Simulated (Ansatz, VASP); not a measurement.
# AlN in VASP and in Ansatz

File POSCAR:

```
AlN
1.0
    0.0000000000      2.2277526935      2.2277526935
    2.2277526935      0.0000000000      2.2277526935
    2.2277526935      2.2277526935      0.0000000000
Al N
1 1
Direct
    0.0000000000      0.0000000000      0.0000000000
    0.7500000000      0.7500000000      0.7500000000
```

INCAR.step1

```
SYSTEM = AlN
  PREC = Accurate
  ENCUT = 520
  ISMEAR = 0
  SIGMA = 0.02
  LREAL = .False.
  LASPH = .True.
  NELM = 80
  NBANDS = 11
  GGA = PE
  ALGO = Normal
  EDIFF = 1E-4
  LWAVE = .True.
  LCHARG = .False.
```

Contents of INCAR.step2:

```
SYSTEM = AlN
  PREC = Accurate
  ENCUT = 520
  EDIFF = 1E-6
  ISMEAR = 0
  SIGMA = 0.02
  LREAL = .False.
  LASPH = .True.
  NELM = 80
  ALGO = Normal
  ISIF = 2
  LWAVE = .False.
  LCHARG = .False.
  METAGGA = R2SCAN
  LMIXTAU = .True.
  NBANDS = 11
  ISTART = 1
```

KPOINTS

```
regular mesh
0
Gamma
  10 10 10
  0 0 0
```

Input for Ansatz:

```yaml
crystal:
  lattice:
    - [0.0, 2.2277526935, 2.2277526935]
    - [2.2277526935, 0.0, 2.2277526935]
    - [2.2277526935, 2.2277526935, 0.0]
  atoms:
    - { symbol: Al, position: [0.0, 0.0, 0.0] }
    - { symbol: "N", position: [0.75, 0.75, 0.75] }
basis:
  ecutwfc: 500
kpoints:
  mp_grid: { grid: [10, 10, 10] }
hamiltonian:
  xc: r2scan
scf:
  occupations: { method: gaussian, width: 0.02 }
output:
  forces: true
  stress: true
  eigenvalues: true
  write_density: true
  write_potential: true
  elf: true
  volumetric_format: npy
```

Alike in both runs: task single point; functional r2SCAN; k mesh 10 × 10 × 10; occupations gaussian, width 0.02 eV; no spin polarisation.

```csv
,VASP,Ansatz
version,VASP 6.6.1,Ansatz 0.2.0
potentials or method,"VASP PAW PBE potentials, release 64 (Al, N)","scalar-relativistic, plane waves, PAW"
plane-wave cutoff (eV),520,500
valence electrons in the cell,8,8
```

```csv
,VASP,Ansatz,Ansatz less VASP
gap on the k mesh at the Fermi level (eV),3.89,3.89,+0.005
least direct gap on the mesh (eV),4.35,4.31,-0.036
pressure (GPa),-11.3,-11.0,+0.37
```

Caveats: the PAW data sets were made with another functional, which shifts forces and pressure a little (VASP). r2SCAN opens gaps a little over a GGA but as a rule still falls short of measured ones. A k mesh can miss the band edges.
